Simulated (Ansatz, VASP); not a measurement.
**BeSe in VASP and in Ansatz**

Contents of INCAR:

```
  PREC = Accurate
  ENCUT = 520
  EDIFF = 1E-7
  ISMEAR = -1
  SIGMA = 0.05
  LREAL = False
  LASPH = True
  NELM = 60
  ALGO = Normal
  ISIF = 2
  LWAVE = False
  LCHARG = False
  GGA = PS
  NBANDS = 11
```

The input KPOINTS:

```
regular mesh
0
Gamma
  9 9 9
```

File POSCAR:

```
BeSe
1.0
    0.0000000000      2.4832507856      2.4832507856
    2.4832507856      0.0000000000      2.4832507856
    2.4832507856      2.4832507856      0.0000000000
Se Be
1 1
Direct
    0.7500000000      0.7500000000      0.7500000000
    0.0000000000      0.0000000000      0.0000000000
```

Contents of input.yaml:

```yaml
crystal:
  lattice:
    - [0.0, 2.4832507856, 2.4832507856]
    - [2.4832507856, 0.0, 2.4832507856]
    - [2.4832507856, 2.4832507856, 0.0]
  atoms:
    - { symbol: Se, position: [0.75, 0.75, 0.75] }
    - { symbol: Be, position: [0.0, 0.0, 0.0] }
hamiltonian:
  xc: pbesol
  pseudopotentials: { kind: paw }
kpoints:
  mp_grid: { grid: [9, 9, 9] }
scf:
  occupations: { method: fermi_dirac, width: 0.05 }
output:
  forces: true
  stress: true
  eigenvalues: true
```

Change from the starting cell: volume scaled by 0.94.

Alike in both runs: task single point; functional PBEsol; k mesh 9 × 9 × 9; occupations fermi-dirac, width 0.05 eV; no spin polarisation.

```csv
,VASP,Ansatz
version,VASP 6.6.1,Ansatz 0.2.0
potentials or method,"VASP PAW PBE potentials, release 64 (Se, Be)",Ansatz PAW
plane-wave cutoff (eV),520,420
valence electrons in the cell,8,18
```

Ansatz gave:

```
gap on the k mesh at the Fermi level (eV) : 2.33
least direct gap on the mesh (eV)         : 4.96
pressure (GPa)                            : 9.2
```

**Question.** Estimate VASP's values.

**Answer.** gap on the k mesh at the Fermi level (eV): 2.31; least direct gap on the mesh (eV): 4.94; pressure (GPa): 9.7.

The two sets of potentials don't hold the same shells in valence.

Caveats: the PAW data sets were made with another functional, which shifts forces and pressure a little (VASP); an odd mesh through Γ misses points on the zone boundary, where band edges often lie (VASP); odd divisions of the mesh miss points on the zone boundary, where band edges often lie, so the gap on the mesh can be too wide (Ansatz); the PAW data sets come from PBE, with cores solved anew for the run's functional, which leaves a small shift of forces and pressure (Ansatz).
